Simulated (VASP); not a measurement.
# Cu3Au (Pm-3m) in VASP: further runs, part 2 of 2

VASP 6.6.1.

### Step 3. Relaxation of cell and atoms, PBE+D3(BJ)

This run uses another cell than the first one, of 13.03 Å³/atom, 1.013 times its volume.

Contents of INCAR:

```
PREC = Accurate
ENCUT = 600
EDIFF = 1E-6
ISMEAR = 0
SIGMA = 0.1
LREAL = False
LASPH = True
NELM = 100
ALGO = Fast
ISIF = 3
LWAVE = False
LCHARG = False
GGA = PE
IVDW = 12
IBRION = 2
NSW = 100
EDIFFG = -0.01
```

Contents of KPOINTS:

```
Automatic mesh
0
Gamma
  12 12 12
```

Contents of POSCAR:

```
Cu3Au
1.0
    3.7353875600      0.0000000000      0.0000000000
    0.0000000000      3.7353875600      0.0000000000
    0.0000000000      0.0000000000      3.7353875600
Cu Au
3 1
Direct
    0.0000000000      0.5000000000      0.5000000000
    0.5000000000      0.5000000000      0.0000000000
    0.5000000000      0.0000000000      0.5000000000
    0.0000000000      0.0000000000      0.0000000000
```

Potentials or basis: VASP PAW PBE potentials, release 64 (Cu, Au).

Run with:

```
$ cat potpaw_PBE.64/Cu/POTCAR potpaw_PBE.64/Au/POTCAR > POTCAR
$ mpirun -np 1 vasp_std > vasp.out
```

OUTCAR:

```text
PREC = Accurate
   ENCUT = 600
   EDIFF = 1E-6
   ISMEAR = 0
   LREAL = False
   LASPH = True
   NELM = 100
   ISIF = 3
   GGA = PE
   IVDW = 12
   IBRION = 2
   NSW = 100
   EDIFFG = -0.01
 IVDW          = 12

 ion  position               nearest neighbor table
   1  0.000  0.500  0.500-   2 2.64   3 2.64   4 2.64   2 2.64   4 2.64   3 2.64   4 2.64   4 2.64
                             2 2.64   3 2.64   2 2.64   3 2.64
   2  0.500  0.500  0.000-   1 2.64   3 2.64   4 2.64   1 2.64   3 2.64   3 2.64   4 2.64   3 2.64
                             1 2.64   4 2.64   1 2.64   4 2.64
   3  0.500  0.000  0.500-   1 2.64   2 2.64   4 2.64   2 2.64   4 2.64   1 2.64   2 2.64   2 2.64
                             1 2.64   4 2.64   4 2.64   1 2.64
   4  0.000  0.000  0.000-   1 2.64   2 2.64   3 2.64   1 2.64   3 2.64   1 2.64   2 2.64   1 2.64
                             2 2.64   3 2.64   3 2.64   2 2.64

  LATTYP: Found a simple cubic cell.
 ALAT       =     3.7353875600

  Lattice vectors:

 A1 = (   3.7353875600,   0.0000000000,   0.0000000000)
 A2 = (   0.0000000000,   3.7353875600,   0.0000000000)
 A3 = (   0.0000000000,   0.0000000000,   3.7353875600)

Analysis of symmetry for initial positions (statically):
=====================================================================
 Subroutine PRICEL returns:
 Original cell was already a primitive cell.

 Routine SETGRP: Setting up the symmetry group for a
 simple cubic supercell.

 Subroutine GETGRP returns: Found 48 space group operations
 (whereof 48 operations were pure point group operations)
 out of a pool of 48 trial point group operations.

The static configuration has the point symmetry O_h .

Analysis of symmetry for dynamics (positions and initial velocities):
=====================================================================
 Subroutine PRICEL returns:
 Original cell was already a primitive cell.

 Routine SETGRP: Setting up the symmetry group for a
 simple cubic supercell.

 Subroutine GETGRP returns: Found 48 space group operations
 (whereof 48 operations were pure point group operations)
 out of a pool of 48 trial point group operations.

The dynamic configuration has the point symmetry O_h .

 Subroutine INISYM returns: Found 48 space group operations
 (whereof 48 operations are pure point group operations),
 and found     1 'primitive' translations

----------------------------------------------------------------------------------------

                                     Primitive cell

  volume of cell :      52.1203

  direct lattice vectors                    reciprocal lattice vectors
     3.735387560  0.000000000  0.000000000     0.267709838  0.000000000  0.000000000
     0.000000000  3.735387560  0.000000000     0.000000000  0.267709838  0.000000000
     0.000000000  0.000000000  3.735387560     0.000000000  0.000000000  0.267709838

  length of vectors
     3.735387560  3.735387560  3.735387560     0.267709838  0.267709838  0.267709838

  position of ions in fractional coordinates (direct lattice)
     0.000000000  0.500000000  0.500000000
     0.500000000  0.500000000  0.000000000
     0.500000000  0.000000000  0.500000000
     0.000000000  0.000000000  0.000000000

  ion indices of the primitive-cell ions
   primitive index   ion index
                 1           1
                 2           2
                 3           3
                 4           4

----------------------------------------------------------------------------------------

 KPOINTS: Automatic mesh

Automatic generation of k-mesh.
 Grid dimensions read from file:
[... 25 lines left out ...]
  0.250000  0.000000  0.000000      6.000000
  0.333333  0.000000  0.000000      6.000000
  0.416667  0.000000  0.000000      6.000000
[... 16 lines left out ...]
  0.333333  0.333333  0.000000     12.000000
  0.416667  0.333333  0.000000     24.000000
 [... further k-points ...]
   k-points           NKPTS =     84   k-points in BZ     NKDIM =     84   number of bands    NBANDS=     26
   number of dos      NEDOS =    301   number of ions     NIONS =      4
   total plane-waves  NPLWV =  27000
   dimension x,y,z NGX =    30 NGY =   30 NGZ =   30
   dimension x,y,z NGXF=    60 NGYF=   60 NGZF=   60
   ions per type =               3   1
   NGX,Y,Z   is equivalent  to a cutoff of  13.35, 13.35, 13.35 a.u.
   NGXF,Y,Z  is equivalent  to a cutoff of  26.70, 26.70, 26.70 a.u.
 SYSTEM =  unknown system
   PREC   = accura    normal or accurate (medium, high low for compatibility)
   ISTART =      0    job   : 0-new  1-cont  2-samecut
   ICHARG =      2    charge: 1-file 2-atom 10-const
   ISPIN  =      1    spin polarized calculation?
   LNONCOLLINEAR =      F non collinear calculations
   LSORBIT =      F    spin-orbit coupling
   LASPH  =      T    aspherical Exc in radial PAW
   ENCUT  =  600.0 eV  44.10 Ry    6.64 a.u.   7.46  7.46  7.46*2*pi/ulx,y,z
   NELM   =    100;   NELMIN=  2; NELMDL= -5     # of ELM steps
   EDIFF  = 0.1E-05   stopping-criterion for ELM
   LREAL  =      F    real-space projection
   EDIFFG = -.1E-01   stopping-criterion for IOM
   NSW    =    100    number of steps for IOM
   IBRION =      2    ionic relax: 0-MD 1-quasi-New 2-CG
   NFREE  =      1    steps in history (QN), initial steepest desc. (CG)
   ISIF   =      3    stress and relaxation
   ISYM   =      2    0-nonsym 1-usesym 2-fastsym
   POTIM  = 0.5000    time-step for ionic-motion
   TEBEG  =    0.0;   TEEND  =   0.0 temperature during run
   PSTRESS=    0.0 pullay stress
   NELECT =      44.0000    total number of electrons
   NUPDOWN=      -1.0000    fix difference up-down
   EMIN   =  10.00;   EMAX   =-10.00  energy-range for DOS
   EFERMI =   0.00;   METHOD = LEGACY
   ISMEAR =     0;   SIGMA  =   0.10  broadening in eV -4-tet -1-fermi 0-gaus
   EFERMI_NEDOS =   21; number of points for ismear=-14 and -15
   IALGO  =     68    algorithm
   IMIX   =      4    mixing-type and parameters
     AMIX     =   0.40;   BMIX     =  1.00
     AMIX_MAG =   1.60;   BMIX_MAG =  1.00
  volume/ion in A,a.u.               =      13.03        87.93
  Fermi-wavevector in a.u.,A,eV,Ry     =   1.547237  2.923853 32.571545  2.393941
  Thomas-Fermi vector in A             =   2.652359
   LORBIT       =      0    0 simple, 1 ext, 2 COOP (PROOUT), +10 PAW based schemes
   GGA     = PE    functional components
   LHFCALC =     F    Hartree Fock is set to
   AEXX    =    0.0000 exact exchange contribution
   IVDW    =    12    specifies the selected vdW correction
   LEPSILON=     F    determine dielectric tensor
   LRPA    =     F    only Hartree local field effects (RPA)
 conjugate gradient relaxation of ions
 non-spin polarized calculation
 RMM-DIIS sequential band-by-band and
 Gauss-broadening in eV      SIGMA  =   0.10
  energy-cutoff  :      600.00
  volume of cell :       52.12
 maximum number of plane-waves:      1765
 NGX is ok and might be reduce to    30
   NGX = 15   NGY = 15   NGZ = 15

--------------------------------------- Ionic step        1  -------------------------------------------

 number of electron      44.0000071 magnetization

 Free energy of the ion-electron system (eV)
  ---------------------------------------------------
  ext. energy  EPLUGINS =         0.00000000
  ---------------------------------------------------
  free energy    TOTEN  =       -14.55586712 eV

  energy without entropy =      -14.55133695  energy(sigma->0) =      -14.55360204

------------------------ aborting loop because EDIFF is reached ----------------------------------------

 Edisp (eV)   -2.41267

 E8    (eV) :    -1.0495
[... 111 lines left out ...]
  FREE ENERGIE OF THE ION-ELECTRON SYSTEM (eV)
  ---------------------------------------------------
  free  energy   TOTEN  =       -16.9699950462 eV

  energy  without entropy=      -16.9654708795  energy(sigma->0) =      -16.96773296

[... ionic steps 4 to 7 ...]

--------------------------------------- Ionic step        8  -------------------------------------------

 number of electron      44.0000068 magnetization

------------------------ aborting loop because EDIFF is reached ----------------------------------------
[... 79 lines left out ...]
--------------------------------------- Ionic step       10  -------------------------------------------

 number of electron      44.0000068 magnetization

 Free energy of the ion-electron system (eV)
  ---------------------------------------------------
  ext. energy  EPLUGINS =         0.00000000
  ---------------------------------------------------
  free energy    TOTEN  =       -14.53296233 eV

  energy without entropy =      -14.52844065  energy(sigma->0) =      -14.53070149

 E-fermi :   8.6066     XC(G=0): -12.8200

 val. band max:        8.5324371360   @ k =   0.5000   0.5000   0.2500
 cond. band min:       8.6276389228   @ k =   0.2500   0.1667   0.1667
 fundamental gap:      0.0952017869
 Fermi energy:         8.6065571723

 k-point     1 :       0.0000    0.0000    0.0000
  band No.  band energies     occupation
      1      -1.2611      2.00000
      2       2.0071      2.00000
      3       2.0071      2.00000
      4       2.8578      2.00000
      5       2.8578      2.00000
      6       2.8578      2.00000
[... 685 lines left out ...]
     25      15.5398      0.00000
     26      16.8966      0.00000

 [... further k-points ...]

------------------------ aborting loop because EDIFF is reached ----------------------------------------

 Edisp (eV)   -2.43899

 E8    (eV) :    -1.0611
[... 27 lines left out ...]
  FREE ENERGIE OF THE ION-ELECTRON SYSTEM (eV)
  ---------------------------------------------------
  free  energy   TOTEN  =       -16.9719506012 eV

  energy  without entropy=      -16.9674289216  energy(sigma->0) =      -16.96968976

 reached required accuracy - stopping structural energy minimisation
```

OSZICAR:

```text
N       E                     dE             d eps       ncg     rms          rms(c)
DAV:   1     0.372745056632E+03    0.37275E+03   -0.22842E+04  4536   0.306E+03
DAV:   2     0.199295756394E+02   -0.35282E+03   -0.34309E+03  4378   0.471E+02
DAV:   3    -0.160545047203E+02   -0.35984E+02   -0.34511E+02  5526   0.190E+02
[... 96 lines left out ...]
       N       E                     dE             d eps       ncg     rms          rms(c)
DAV:   1    -0.145329929850E+02    0.47845E-03   -0.46312E-04  4926   0.409E-01    0.449E-02
RMM:   2    -0.145329700825E+02    0.22903E-04   -0.21759E-04  4383   0.238E-01    0.197E-02
RMM:   3    -0.145329627458E+02    0.73367E-05   -0.56973E-05  4488   0.122E-01    0.112E-02
RMM:   4    -0.145329623294E+02    0.41639E-06   -0.54472E-06  3525   0.225E-02
  10 F= -.16971951E+02 E0= -.16969690E+02  d E =-.341283E-02
```

Wall time 5.7 min (1 thread of Intel Xeon 6975P-C (Granite Rapids), shared host); peak memory 0.28 GiB.

What came out:

```yaml
Free_energy: -16.9720 eV
Relaxed_volume: 12.90 Å³/atom
Relaxed_cell: a = 3.722 Å, b = 3.722 Å, c = 3.722 Å, α = 90.00°, β = 90.00°, γ = 90.00°
Space_group_after_relaxing_to_0.05_Å: Pm-3m (No. 221)
Energy_gained_by_relaxing: 0.9 meV/atom
Ionic_steps: 10
Pressure_after_relaxing: -0.1 GPa
Band_gap_on_the_k_mesh: none (metal or under the smearing width)
Dispersion_energy_per_atom: -0.610 eV
```

Step by step:
| step | energy change (eV) | largest force (eV/Å) | pressure (GPa) | volume (Å³) |
| --- | --- | --- | --- | --- |
| 1 | 0.0000 | 0.0000 | -0.90 | 52.12 |
| 2 | -0.0034 | 0.0000 | 2.56 | 51.57 |
| 3 | -0.0015 | 0.0000 | -1.92 | 51.98 |
| 4 | -0.0027 | 0.0000 | -0.15 | 51.80 |
| 5 | -0.0028 | 0.0000 | -0.72 | 51.79 |
| 6 | -0.0032 | 0.0000 | -0.15 | 51.68 |
| 7 | -0.0033 | 0.0000 | -0.36 | 51.65 |
| 8 | -0.0034 | 0.0000 | -0.16 | 51.61 |
| 9 | -0.0034 | 0.0000 | -0.64 | 51.59 |
| 10 | -0.0034 | 0.0000 | -0.07 | 51.58 |

Final structure:
```
CELL_PARAMETERS angstrom
3.72245 0.00000 0.00000
0.00000 3.72245 0.00000
0.00000 0.00000 3.72245
ATOMIC_POSITIONS crystal
Cu 0.00000 0.50000 0.50000
Cu 0.50000 0.50000 0.00000
Cu 0.50000 0.00000 0.50000
Au 0.00000 0.00000 0.00000
```

Levels at points of the mesh, in eV from the Fermi level:
```
           k point  band 20  band 21  band 22  band 23  band 24  band 25
(0.00, 0.00, 0.00)    -1.45    -1.45     1.19     1.19     1.19     6.07
(0.50, 0.00, 0.00)    -2.02    -1.61    -1.45     5.81     5.81     6.61
(0.50, 0.50, 0.00)    -2.24    -0.57    -0.57    -0.46     0.32     8.61
(0.50, 0.50, 0.50)    -1.68    -1.20    -1.16    -1.16    -1.16     2.50
```

Caveat: pairwise dispersion overbinds metals, which lowers pressure and volume.

### Step 4. Single point, PBE+D3(BJ)

This run uses another cell than the first one, of 13.03 Å³/atom, 1.013 times its volume.

Contents of INCAR:

```
ALGO = Normal ; EDIFF = 1E-6
ENCUT = 520 ; GGA = PE
ISIF = 2 ; ISMEAR = 0
IVDW = 12 ; LASPH = True
LCHARG = False ; LREAL = False
LWAVE = False ; NBANDS = 30
NELM = 100 ; PREC = Accurate
SIGMA = 0.1
```

Contents of KPOINTS:

```
k-points
0
Gamma
  6 6 6
```

POSCAR is that of step 3.

Run with:

```
$ cat potpaw_PBE.64/Cu/POTCAR potpaw_PBE.64/Au/POTCAR > POTCAR
$ mpirun -np 1 vasp_std > vasp.out
```

It took 14 s on 1 thread of Intel Xeon 6975P-C (Granite Rapids), shared host; peak memory 0.18 GiB.

Results (log left out):

```yaml
Free_energy: -16.9599 eV
Pressure: -1.9 GPa
Band_gap_on_the_k_mesh: none (metal or under the smearing width)
Dispersion_energy_per_atom: -0.603 eV
```

Levels at points of the mesh, in eV from the Fermi level:
| k point | band 18 | band 19 | band 20 | band 21 | band 22 | band 23 | band 24 | band 25 | band 26 | band 27 |
| --- | --- | --- | --- | --- | --- | --- | --- | --- | --- | --- |
| (0.00, 0.00, 0.00) | -1.61 | -1.47 | -1.47 | -1.47 | 1.18 | 1.18 | 1.18 | 5.97 | 7.55 | 7.55 |
| (0.50, 0.00, 0.00) | -2.32 | -2.09 | -2.01 | -1.61 | -1.47 | 5.75 | 5.75 | 6.53 | 6.53 | 7.04 |
| (0.50, 0.50, 0.00) | -2.40 | -2.31 | -2.23 | -0.59 | -0.59 | -0.49 | 0.27 | 8.54 | 9.47 | 9.47 |
| (0.50, 0.50, 0.50) | -1.69 | -1.69 | -1.69 | -1.18 | -1.16 | -1.16 | -1.16 | 2.42 | 4.12 | 4.12 |

Caveat: pairwise dispersion overbinds metals, which lowers pressure and volume. The run has no spin-orbit coupling, so splittings on Au are missing.

### Step 5. Overview

```tsv
task	cell	k mesh	cutoff (eV)	gap on the mesh (eV)	pressure (GPa)
single point	Pm-3m, 12.86 Å³/atom	12 × 12 × 12	520	none	0.0
relaxation of cell and atoms	relaxed	12 × 12 × 12	600	none	-0.1
single point	Pm-3m, 13.03 Å³/atom	6 × 6 × 6	520	none	-1.9
```

Alike in all rows: level PBE+D3(BJ); potentials or basis VASP PAW PBE potentials, release 64 (Cu, Au); no spin polarisation; smearing gaussian 0.1 eV.

Caveats: pairwise dispersion overbinds metals, which lowers pressure and volume.

Total energies depend on the potentials used, so only differences within one code and one set of settings carry meaning.
